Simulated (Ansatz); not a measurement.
**La2O3: frozen-core PAW against all-electron methods**

```
CELL_PARAMETERS angstrom
3.93000 0.00000 0.00000
-1.96500 3.40348 0.00000
0.00000 0.00000 5.93640
ATOMIC_POSITIONS crystal
La 0.33333 0.66667 0.25000
La 0.66667 0.33333 0.75000
O 0.25000 0.25000 0.00000
O 0.75000 0.00000 0.00000
O 0.00000 0.75000 0.00000
```

Atoms are numbered in the order listed.

The cell comes from COD entry 1010278, which wasn't checked; take it as a given geometry. It is an old determination, and later ones may differ. The listed cell was then made from it by scaling, straining or moving an atom.

Spin–orbit coupling is left out, though it moves levels of the heavy atoms by tenths of an eV or more.

All numbers are computed: DFT, PBE, PAW with Ansatz's default frozen-core files, scalar-relativistic (Ansatz 0.2.0); DFT, PBE, all-electron PAW with datasets made for the crystal, scalar-relativistic (Ansatz 0.2.0); DFT, PBE, all-electron LAPW, scalar-relativistic (Ansatz 0.2.0).

For PAW: a Γ-centred 6×6×4 k mesh, Fermi–Dirac smearing of 0.02 eV, cutoff 420 eV, no spin polarisation; the mesh is coarse along some axis. The crystal-made all-electron datasets (AE datasets) take a cutoff of 520 eV at this cell. LAPW targets a basis error of 1 meV/atom. The Ansatz runs share mesh, smearing and spin set-up. Plane-wave (PAW) pressures include the program's estimate of the Pulay term.

Stress and pressure are positive in compression.

| quantity | PAW | AE datasets | LAPW |
| --- | --- | --- | --- |
| pressure (GPa) | 47.94 | 47.81 | 47.81 |
| stress xx (GPa) | 59.72 | 59.61 | 59.61 |
| stress zz (GPa) | ? | 24.22 | 24.23 |
| force on La1, z (eV/Å) | ? | 2.067 | 2.067 |
| force on O3, y (eV/Å) | 6.936 | 6.938 | 6.938 |

Task: Give the missing entry: row "stress zz (GPa)", column "PAW".

Result: 24.38.

Task: Give the missing entry: row "force on La1, z (eV/Å)", column "PAW".

Result: 2.102.
